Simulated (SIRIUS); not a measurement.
A run of SIRIUS 7.12.0 is set up as follows.

The input sirius.json:

```json
{
  "control": {
    "processing_unit": "cpu",
    "std_evp_solver_name": "lapack",
    "gen_evp_solver_name": "lapack",
    "verbosity": 2,
    "print_forces": true,
    "ortho_rf": true,
    "use_second_variation": true,
    "rmt_max": 3.0,
    "num_bands_to_print": 19,
    "save_wf": true
  },
  "parameters": {
    "electronic_structure_method": "full_potential_lapwlo",
    "xc_functionals": ["XC_GGA_X_PBE_SOL", "XC_GGA_C_PBE_SOL"],
    "core_relativity": "dirac",
    "valence_relativity": "iora",
    "num_fv_states": 19,
    "smearing": "fermi_dirac",
    "smearing_width": 0.0018374661,
    "pw_cutoff": 20,
    "gk_cutoff": 3.64,
    "lmax_apw": 10,
    "lmax_rho": 8,
    "lmax_pot": 8,
    "num_mag_dims": 0,
    "auto_rmt": 0,
    "ngridk": [8, 8, 8],
    "shiftk": [0, 0, 0],
    "num_dft_iter": 80,
    "energy_tol": 1e-07,
    "density_tol": 1e-05,
    "use_symmetry": true
  },
  "settings": {"tol_ne": 1e-10},
  "iterative_solver": {"type": "exact"},
  "mixer": {"type": "anderson", "beta": 0.5, "max_history": 8},
  "unit_cell": {
    "lattice_vectors": [[0.0, 5.1435532945, 5.1435532945], [5.1435532945, 0.0, 5.1435532945], [5.1435532945, 5.1435532945, 0.0]],
    "atom_types": ["Si"],
    "atom_files": {"Si": "Si.json"},
    "atoms": {"Si": [[0.5, 0.5, 0.5], [0.75, 0.75, 0.75]]}
  }
}
```

File Si.json:

```json
{
  "name": "silicon",
  "symbol": "Si",
  "number": 14,
  "mass": 28.0855,
  "rmin": 1e-06,
  "rmt": 2.14,
  "nrmt": 800,
  "rinf": 17.42,
  "core": "1s",
  "valence": [
    {"basis": [{"enu": 0.01, "dme": 0, "n": 0, "auto": 0}, {"enu": 0.01, "dme": 1, "n": 0, "auto": 0}]},
    {"l": 0, "n": 1, "basis": [{"enu": 0.0367, "dme": 0, "n": 0, "auto": 0}]},
    {"l": 1, "n": 2, "basis": [{"enu": 0.11, "dme": 0, "n": 0, "auto": 0}]},
    {"l": 2, "n": 3, "basis": [{"enu": 0.11, "dme": 0, "n": 0, "auto": 0}]},
    {"l": 3, "n": 4, "basis": [{"enu": 0.11, "dme": 0, "n": 0, "auto": 0}]}
  ],
  "lo": [
    {
      "l": 0,
      "basis": [{"enu": 0.0367, "dme": 0, "n": 0, "auto": 0}, {"enu": 0.0367, "dme": 1, "n": 0, "auto": 0}]
    },
    {
      "l": 0,
      "basis": [{"enu": -4.8307, "dme": 0, "n": 2, "auto": 1}, {"enu": -4.8307, "dme": 1, "n": 2, "auto": 1}]
    },
    {
      "l": 0,
      "basis": [{"enu": -4.8307, "dme": 1, "n": 2, "auto": 1}, {"enu": 0.0367, "dme": 0, "n": 0, "auto": 0}]
    },
    {
      "l": 0,
      "basis": [{"enu": 0.0367, "dme": 0, "n": 0, "auto": 0}, {"enu": 3.5305, "dme": 0, "n": 0, "auto": 0}]
    },
    {"l": 1, "basis": [{"enu": 0.11, "dme": 0, "n": 0, "auto": 0}, {"enu": 0.11, "dme": 1, "n": 0, "auto": 0}]},
    {
      "l": 1,
      "basis": [{"enu": -3.2498, "dme": 0, "n": 2, "auto": 1}, {"enu": -3.2498, "dme": 1, "n": 2, "auto": 1}]
    },
    {
      "l": 1,
      "basis": [{"enu": -3.2498, "dme": 1, "n": 2, "auto": 1}, {"enu": 0.11, "dme": 0, "n": 0, "auto": 0}]
    },
    {"l": 1, "basis": [{"enu": 0.11, "dme": 0, "n": 0, "auto": 0}, {"enu": 4.1278, "dme": 0, "n": 0, "auto": 0}]},
    {"l": 2, "basis": [{"enu": 0.11, "dme": 0, "n": 0, "auto": 0}, {"enu": 0.11, "dme": 1, "n": 0, "auto": 0}]},
    {"l": 2, "basis": [{"enu": 0.11, "dme": 1, "n": 0, "auto": 0}, {"enu": 0.11, "dme": 2, "n": 0, "auto": 0}]},
    {"l": 2, "basis": [{"enu": 0.11, "dme": 0, "n": 0, "auto": 0}, {"enu": 3.5164, "dme": 0, "n": 0, "auto": 0}]},
    {"l": 3, "basis": [{"enu": 0.11, "dme": 0, "n": 0, "auto": 0}, {"enu": 0.11, "dme": 1, "n": 0, "auto": 0}]}
  ],
  "free_atom": [... radial grid and density of the free atom, the start of the SCF ...]
}
```

sirius_start.json

```json
{
  "control": {
    "processing_unit": "cpu",
    "std_evp_solver_name": "lapack",
    "gen_evp_solver_name": "lapack",
    "verbosity": 1,
    "print_forces": false,
    "ortho_rf": true,
    "use_second_variation": true,
    "rmt_max": 3.0,
    "num_bands_to_print": 19,
    "save_wf": false
  },
  "parameters": {
    "electronic_structure_method": "full_potential_lapwlo",
    "xc_functionals": ["XC_LDA_X", "XC_LDA_C_PW"],
    "core_relativity": "dirac",
    "valence_relativity": "iora",
    "num_fv_states": 19,
    "smearing": "fermi_dirac",
    "smearing_width": 0.0055123983,
    "pw_cutoff": 20,
    "gk_cutoff": 2.92,
    "lmax_apw": 10,
    "lmax_rho": 8,
    "lmax_pot": 8,
    "num_mag_dims": 0,
    "auto_rmt": 0,
    "ngridk": [3, 3, 3],
    "shiftk": [0, 0, 0],
    "num_dft_iter": 30,
    "energy_tol": 0.01,
    "density_tol": 0.05,
    "use_symmetry": true
  },
  "settings": {"tol_ne": 1e-10},
  "iterative_solver": {"type": "exact"},
  "mixer": {"type": "anderson", "beta": 0.5, "max_history": 8},
  "unit_cell": {
    "lattice_vectors": [[0.0, 5.1435532945, 5.1435532945], [5.1435532945, 0.0, 5.1435532945], [5.1435532945, 5.1435532945, 0.0]],
    "atom_types": ["Si"],
    "atom_files": {"Si": "Si.json"},
    "atoms": {"Si": [[0.5, 0.5, 0.5], [0.75, 0.75, 0.75]]}
  }
}
```

Potentials or basis: all-electron FP-LAPW, apw+lo standard.

Command:

```console
$ OMP_NUM_THREADS=1 sirius.scf --input=sirius_start.json --output=start.json
$ OMP_NUM_THREADS=1 sirius.scf --input=sirius.json --output=output.json --task=1
```

Problem. What does it give for the band gap on the k mesh?

Solution. 0.52 eV, indirect (least direct gap 2.52 eV).

A k mesh can miss the band edges. A hybrid or GW would open this gap; PBEsol tends to underestimate it.
